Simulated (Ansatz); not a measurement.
**Random fluorite-type (Hf, Zr, Sn, Ti, Ce)O2 solid solution (96 atoms): geometry optimisation**

Aim: bring random fluorite-type (Hf, Zr, Sn, Ti, Ce)O2 solid solution (96 atoms) to a nearby minimum of the energy and see what moves.

Main program and level: Ansatz 0.2.0; Kohn-Sham DFT, PBE, PAW (set soft_2), plane waves.

### 1. The starting structure

The cell holds 96 atoms: 4 Ti, 64 O, 9 Ce, 5 Hf, 7 Sn and 7 Zr. Cell: a = 10.282 Å, b = 10.282 Å, c = 10.282 Å, α = 90.0°, β = 90.0°, γ = 90.0°. It derives from HfO2 and TiO2, CeO2, ZrO2 and SnO2. Fluorite-type lattice (a = 5.141 Å, the mean of the end members), 2 x 2 x 2 cells, metal sites filled at random with 5 Hf, 7 Zr, 7 Sn, 4 Ti, 9 Ce; every coordinate displaced by a Gaussian of 0.05 Å.

Before any run, some limits are plain. The host structure and its lattice constant were typed by rule, without a check against the phase diagram. The main run has no spin polarisation, so moments on Ce can't form in it, and no Hubbard term. The Brillouin zone is sampled at Γ only, in a cell whose shortest periodic width is 10 Å. The levels lack spin–orbit coupling, which is large for the heavy elements here.

### 2. Single point at the start

The forces at the start show how far the geometry lies from a minimum of this functional.

input.yaml

```yaml
crystal:
  lattice:
    - [10.282, 0.0, 0.0]
    - [0.0, 10.282, 0.0]
    - [0.0, 0.0, 10.282]
  atoms:
    - { symbol: Ti, position: [0.00376, 0.99946, 0.99565] }
    - { symbol: O, position: [0.12303, 0.11947, 0.13293] }
    - { symbol: O, position: [0.38353, 0.38102, 0.36992] }
    - { symbol: Ce, position: [0.99271, 0.25063, 0.25254] }
    - { symbol: O, position: [0.12246, 0.36653, 0.37641] }
    - { symbol: O, position: [0.3753, 0.12649, 0.12553] }
    - { symbol: Hf, position: [0.25521, 0.9959, 0.25274] }
    - { symbol: O, position: [0.37364, 0.12171, 0.37546] }
    - { symbol: O, position: [0.12172, 0.37454, 0.1307] }
    - { symbol: Ti, position: [0.25275, 0.25107, 0.99388] }
    - { symbol: O, position: [0.37586, 0.36749, 0.13303] }
    - { symbol: O, position: [0.12662, 0.11986, 0.37493] }
    - { symbol: Sn, position: [0.9977, 0.00764, 0.49643] }
    - { symbol: O, position: [0.12564, 0.11676, 0.62387] }
    - { symbol: O, position: [0.36879, 0.38066, 0.87987] }
    - { symbol: Sn, position: [0.99288, 0.25431, 0.75234] }
    - { symbol: O, position: [0.12425, 0.37753, 0.87506] }
    - { symbol: O, position: [0.37133, 0.12996, 0.62182] }
    - { symbol: Zr, position: [0.24665, 0.98752, 0.74965] }
    - { symbol: O, position: [0.37212, 0.12919, 0.87172] }
    - { symbol: O, position: [0.12455, 0.36838, 0.63063] }
    - { symbol: Ti, position: [0.2486, 0.24984, 0.50419] }
    - { symbol: O, position: [0.37262, 0.37707, 0.621] }
    - { symbol: O, position: [0.12347, 0.12289, 0.87228] }
    - { symbol: Sn, position: [0.0046, 0.49238, 0.99207] }
    - { symbol: O, position: [0.12776, 0.63481, 0.12473] }
    - { symbol: O, position: [0.36056, 0.87181, 0.37373] }
    - { symbol: Zr, position: [0.00509, 0.74494, 0.24637] }
    - { symbol: O, position: [0.12269, 0.87966, 0.37359] }
    - { symbol: O, position: [0.37323, 0.63011, 0.13354] }
    - { symbol: Ce, position: [0.2483, 0.50148, 0.24448] }
    - { symbol: O, position: [0.38105, 0.62718, 0.37513] }
    - { symbol: O, position: [0.12116, 0.8702, 0.12435] }
    - { symbol: Sn, position: [0.25352, 0.74914, 0.0013] }
    - { symbol: O, position: [0.38632, 0.88655, 0.12494] }
    - { symbol: O, position: [0.12411, 0.62247, 0.37578] }
    - { symbol: Zr, position: [0.0017, 0.50073, 0.49851] }
    - { symbol: O, position: [0.12673, 0.61974, 0.62919] }
    - { symbol: O, position: [0.37743, 0.87757, 0.87647] }
    - { symbol: Ce, position: [0.99929, 0.74699, 0.73823] }
    - { symbol: O, position: [0.13153, 0.87243, 0.87598] }
    - { symbol: O, position: [0.38215, 0.62256, 0.62223] }
    - { symbol: Zr, position: [0.24502, 0.49694, 0.74752] }
    - { symbol: O, position: [0.37881, 0.62894, 0.86785] }
    - { symbol: O, position: [0.11905, 0.87722, 0.62956] }
    - { symbol: Sn, position: [0.24089, 0.75436, 0.50235] }
    - { symbol: O, position: [0.37408, 0.8792, 0.62583] }
    - { symbol: O, position: [0.13009, 0.63124, 0.87836] }
    - { symbol: Sn, position: [0.50207, 0.0052, 0.00358] }
    - { symbol: O, position: [0.61785, 0.12431, 0.13045] }
    - { symbol: O, position: [0.87739, 0.38318, 0.38318] }
    - { symbol: Sn, position: [0.50404, 0.25311, 0.25488] }
    - { symbol: O, position: [0.62956, 0.37222, 0.37435] }
    - { symbol: O, position: [0.87077, 0.12275, 0.11842] }
    - { symbol: Ce, position: [0.7476, 0.99386, 0.24947] }
    - { symbol: O, position: [0.8742, 0.13284, 0.37266] }
    - { symbol: O, position: [0.63597, 0.37869, 0.12582] }
    - { symbol: Hf, position: [0.74724, 0.25267, 0.99845] }
    - { symbol: O, position: [0.87627, 0.38481, 0.12362] }
    - { symbol: O, position: [0.61499, 0.12897, 0.36734] }
    - { symbol: Ce, position: [0.50162, 0.99899, 0.50283] }
    - { symbol: O, position: [0.61948, 0.12285, 0.61696] }
    - { symbol: O, position: [0.86943, 0.36579, 0.87953] }
    - { symbol: Hf, position: [0.49744, 0.25147, 0.7468] }
    - { symbol: O, position: [0.63166, 0.37858, 0.87637] }
    - { symbol: O, position: [0.86964, 0.12977, 0.62353] }
    - { symbol: Ce, position: [0.74979, 0.9954, 0.75039] }
    - { symbol: O, position: [0.88227, 0.12268, 0.88136] }
    - { symbol: O, position: [0.61957, 0.36655, 0.62075] }
    - { symbol: Ce, position: [0.75179, 0.24164, 0.50503] }
    - { symbol: O, position: [0.87269, 0.37494, 0.61934] }
    - { symbol: O, position: [0.6299, 0.12054, 0.8789] }
    - { symbol: Hf, position: [0.5029, 0.50248, 0.00084] }
    - { symbol: O, position: [0.63162, 0.62455, 0.12915] }
    - { symbol: O, position: [0.8746, 0.87728, 0.37043] }
    - { symbol: Zr, position: [0.49637, 0.76212, 0.25321] }
    - { symbol: O, position: [0.63141, 0.87474, 0.37373] }
    - { symbol: O, position: [0.86855, 0.62635, 0.1258] }
    [... 12 atom lines left out ...]
    - { symbol: Zr, position: [0.74784, 0.4968, 0.74925] }
    - { symbol: O, position: [0.88899, 0.62971, 0.87514] }
    - { symbol: O, position: [0.63948, 0.87926, 0.62711] }
    - { symbol: Ce, position: [0.75026, 0.74366, 0.50541] }
    - { symbol: O, position: [0.8751, 0.87223, 0.61905] }
    - { symbol: O, position: [0.6316, 0.61394, 0.87707] }
kpoints:
  mp_grid: { grid: [1, 1, 1] }
hamiltonian:
  xc: pbe
scf:
  occupations: { method: gaussian, width: 0.05 }
output:
  forces: true
  stress: true
  populations: true
  dos:
    method: { smearing: { sigma: 0.08 } }
    de: 0.1
    projected: { site_lists: { Ce: [Ce], Hf: [Hf], O: [O], Sn: [Sn], Ti: [Ti] } }
  eigenvalues: true
```

On the command line:

```console
$ ansatz run input.yaml --threads 4 --pin off --max-ram 8192MiB --backend cpu --events-out ev --progress --plain --runs-dir out
```

Numbers of over 12 decimals in the logs are rounded to 6 here.

Log:

```text
Ce: projections on atomic orbitals take those of the free atom [Kr 4d10] 4f1 5s2 5p6 5d1 6s2, of charge +0.00 (hamiltonian.pseudopotentials.projection_atoms); the dataset's partial waves leave at most 1.4e-5 of an orbital's norm unspanned inside its sphere
Engine: ansatz 0.2.0, aarch64-unknown-linux-gnu
Pseudopotentials: kind: paw
Pseudopotential: Ti, paw, valence charge 12, recommended cutoff 420 eV (normal), Ti.paw.azcp
Pseudopotential: O, paw, valence charge 6, recommended cutoff 420 eV (normal), O.paw.azcp
Pseudopotential: Ce, paw, valence charge 12, recommended cutoff 420 eV (normal), Ce.paw.azcp
Pseudopotential: Hf, paw, valence charge 26, recommended cutoff 420 eV (normal), Hf.paw.azcp
Pseudopotential: Sn, paw, valence charge 14, recommended cutoff 420 eV (normal), Sn.paw.azcp
Pseudopotential: Zr, paw, valence charge 12, recommended cutoff 420 eV (normal), Zr.paw.azcp
[... 5 lines on functional and potentials left out ...]
Crystal: 96 atoms, lattice volume = 1087.008 Å³
Basis set: ecut = 420 eV, 21247 PW (Γ), exchange–correlation on 144×144×144 points (8 copies of the dense FFT grid, shifted against one another)
Bands: 522, of which v1, the nominal top of the filled ones, is band 426 counted from 1 (425 counted from 0)
Symmetry: 1 space group operations
Space group: P1 (ITA 1), of the structure as read, at distance tolerance 1.0e-4 Å
k-points: 1
[... 13 lines on functional and potentials left out ...]
Initial density: superposition of atomic densities (neutral atoms: chi_scale 0, normalization atom), corrected by the library's trained network
Initial wavefunctions: pseudopotential atomic-orbital guess
Functional: x = pbe(κ = 0.804, μ = 0.219515), c = pbe(β = 0.066725)
SCF iter   1: F=—  HF=-255655.916403 eV  |F-HF|=—  |Δ(HF+E_count)|=         —  Δρ=6.79e-3  dr2=5.53e-1  ethr=1.77e-3  ⟨swp⟩=5.0  Hψ=1740  notcnv=0  defer=16
preconditioner: auto → Resta (q_TF=auto, 2.620 Å⁻¹)  ε∞=6.4  [insulator: Δε(μ)=1.335 eV  Ē_g=13.484 eV  σ=0.050 eV  W_gap=1.00  n_scr=340 (ndim 8)  ℏωp=31.4 eV  f_vac=0.035  D(μ)=0.00/eV (n_scr^D=0)  ε∞_Penn≈6.4]
SCF iter   2: F=—  HF=-255655.839582 eV  |F-HF|=—  |Δ(HF+E_count)|=   7.68e-2  Δρ=3.67e-3  dr2=1.19e-1  ethr=6.49e-5  ⟨swp⟩=2.0  Hψ=1034  notcnv=0  defer=89
SCF iter   3: F=—  HF=-255655.842469 eV  |F-HF|=—  |Δ(HF+E_count)|=   2.89e-3  Δρ=2.24e-3  dr2=6.65e-2  ethr=1.40e-5  ⟨swp⟩=3.0  Hψ=862  notcnv=0  defer=89
SCF iter   4: F=—  HF=-255655.840212 eV  |F-HF|=—  |Δ(HF+E_count)|=   2.26e-3  Δρ=9.07e-4  dr2=9.80e-3  ethr=7.81e-6  ⟨swp⟩=2.0  Hψ=670  notcnv=0  defer=89
SCF iter   5: F=—  HF=-255655.841354 eV  |F-HF|=—  |Δ(HF+E_count)|=   1.14e-3  Δρ=4.05e-4  dr2=2.37e-3  ethr=1.15e-6  ⟨swp⟩=2.0  Hψ=865  notcnv=0  defer=89
SCF iter   6: F=—  HF=-255655.841837 eV  |F-HF|=—  |Δ(HF+E_count)|=   4.83e-4  Δρ=2.31e-4  dr2=7.83e-4  ethr=2.78e-7  ⟨swp⟩=2.0  Hψ=859  notcnv=0  defer=89
SCF iter   7: F=—  HF=-255655.842147 eV  |F-HF|=—  |Δ(HF+E_count)|=   3.10e-4  Δρ=1.28e-4  dr2=2.15e-4  ethr=9.19e-8  ⟨swp⟩=2.0  Hψ=852  notcnv=0  defer=89
SCF iter   8: F=—  HF=-255655.842255 eV  |F-HF|=—  |Δ(HF+E_count)|=   1.08e-4  Δρ=5.53e-5  dr2=3.36e-5  ethr=2.52e-8  ⟨swp⟩=2.0  Hψ=665  notcnv=0  defer=89
SCF iter   9: F=—  HF=-255655.843921 eV  |F-HF|=—  |Δ(HF+E_count)|=   1.67e-3  Δρ=3.14e-5  dr2=1.08e-5  ethr=3.94e-9  ⟨swp⟩=2.0  Hψ=941  notcnv=0  defer=89
SCF iter  10: F=—  HF=-255655.843927 eV  |F-HF|=—  |Δ(HF+E_count)|=   6.27e-6  Δρ=1.50e-5  dr2=2.58e-6  ethr=1.26e-9  ⟨swp⟩=2.0  Hψ=858  notcnv=0  defer=89
SCF iter  11: F=—  HF=-255655.843928 eV  |F-HF|=—  |Δ(HF+E_count)|=   1.07e-6  Δρ=7.62e-6  dr2=6.89e-7  ethr=3.03e-10  ⟨swp⟩=2.0  Hψ=859  notcnv=0  defer=89
SCF iter  12: F=—  HF=-255655.843929 eV  |F-HF|=—  |Δ(HF+E_count)|=   3.02e-7  Δρ=3.47e-6  dr2=1.40e-7  ethr=8.09e-11  ⟨swp⟩=2.0  Hψ=841  notcnv=0  defer=89
SCF iter  13: F=-255655.843929 eV  HF=-255655.843929 eV  |F-HF|=3.09e-9  |Δ(HF+E_count)|=   5.53e-8  Δρ=2.11e-6  dr2=5.41e-8  ethr=1.17e-11  ⟨swp⟩=13.0  Hψ=2292  notcnv=0
SCF 1 converged in 13 iterations: F = -255655.843929 eV  dr2 = 5.41e-8
  greatest PAW one-centre occupation: 0.999 electrons in one spin orbital (limit 2), on the Ti atom at site 78 (counted from 0), in its partial waves of l = 0
SCF converged after 13 iterations
Free energy (F): -255655.843929 eV
Harris-Foulkes:  -255655.843929 eV  (|F-HF|=3.09e-9)
Internal energy: -255655.843929 eV  (E = F + TS)
E sigma→0 (E₀):  -255655.843929 eV
Fermi energy:    13.287859 eV
--- Per-component energies (eV) ---
  E_band       = -770.957853
  E_kinetic    = 21687.551496
  E_local      = -66436.604330  (includes V_loc(G=0)·N_el)
  E_nonlocal   = -3396.071589
  E_hartree    = 29094.441437
  E_xc         = -12544.101956
  E_vxc        = -12238.410716  (∫ρ·V_xc dr)
  E_paw        = -147851.410282  (= ΣΔE_a)
  E_vpaw       = 1423.542202  (= ΣTr[D̂ρ^β])
  E_aug_tail   = 0.158001  (compensation charges beyond the density's cutoff)
  E_ewald      = -76209.806706
  E_smearing   = -0.000000  (= −TS)
  E_closure    = 0.000000  (closes the sum)
  Σ components = -255655.843929   (vs F -255655.843929, Δ=0.00e0)
--- Forces (eV/Å), atoms counted from 1 ---
  atom   1  Ti     0.18093809     0.63038530     0.89266651
  atom   2  O      0.62243423    -0.87904424    -2.35580029
  atom   3  O     -0.88734911    -2.12592357     0.94790624
  atom   4  Ce     0.88940132     0.10451820    -1.34891493
  atom   5  O      1.35360543     0.47001116     2.74301174
  atom   6  O     -0.91499753     0.45942526    -0.80380023
  atom   7  Hf    -1.23992569     1.84502333    -0.77412635
  atom   8  O     -1.38350325     1.12636473    -0.43455787
  atom   9  O      0.70090566    -0.05855867    -3.10718727
  atom  10  Ti     0.75187748    -1.08228733     0.77661143
  atom  11  O      0.86859032    -0.28757027    -2.62446995
  atom  12  O      0.99989147     0.00019874     1.57485715
  atom  13  Sn     0.66509001    -0.61255096    -0.62349904
  atom  14  O     -0.34370682     0.97386985    -0.50545633
[...]
atom  95  O      1.08553448     1.97075307    -0.33066387
  atom  96  O     -0.30960535     1.24483827    -0.38091606
  max |Σ_I F_I| component: 6.19e-5 eV/Å
--- Stress (GPa, compression-positive) ---
       10.709527       0.253119      -0.338112
        0.253119      10.519355      -0.845400
       -0.338112      -0.845400       9.964028
  P = ⅓ Tr σ = 10.3976 GPa (103.976 kbar)
--- Band table (eV) ---
  k-point 0: bands = ["-49.2732", "-49.1018", "-49.0967", "-48.5391", [... 506 levels ...], "16.0799", "16.1302", "16.1670", "16.2069", "16.2463", "16.2884", "16.3129", "16.3906", "16.4010", "16.5421", "16.5886", "16.6278"]
--- Löwdin populations: 96 sites ---
  site symbol       q [e]
     0     Ti     10.5188
     1      O      6.6052
     2      O      6.5551
[...]
95      O      6.6820
  spilling = 0.003455 (of n_electrons = 852.000000)
```

It took 29 s on 4 threads of Arm Neoverse V2, shared host; peak memory 2 GiB; 1.9 min of CPU time.

The run gave:

```yaml
free_energy: -255655.8439 eV
free_energy_per_atom: -2663.0817 eV/atom
scf_cycles: 13
pressure: 10.4 GPa
r_m_s_force_component: 1.251 eV/Å
longest_force: 4.889 eV/Å
fermi_energy: 13.29 eV
spacing_of_highest_filled_and_lowest_empty_level: 1.231 eV
spilling_of_the_projection: 0.003455
```

The r.m.s. force component of 1.3 eV/Å and the pressure of 10 GPa set the starting point.

Length of the force by element:

| element | coordination | atoms | mean length of the force (eV/Å) | spread | least | most |
| --- | --- | --- | --- | --- | --- | --- |
| Ce | all | 9 | 2.96 | 1.09 | 1.62 | 4.89 |
| Hf | all | 5 | 1.58 | 0.511 | 1.02 | 2.35 |
| O | all | 64 | 1.97 | 0.932 | 0.211 | 4.41 |
| Sn | all | 7 | 1.38 | 0.493 | 0.829 | 2.40 |
| Ti | all | 4 | 1.16 | 0.247 | 0.835 | 1.53 |
| Zr | all | 7 | 1.73 | 0.629 | 0.577 | 2.56 |

[end of part 1 of 3]

[Logs are printed without paths, hosts, clocks, repeated set-up lines and the standing remarks that a program may print on its own settings, such as how far it seeks lower states.]

[Hosts, paths, dates, database ids (printed as entryN), source tags and the programs' standing remarks are cut or masked in the printed files.]
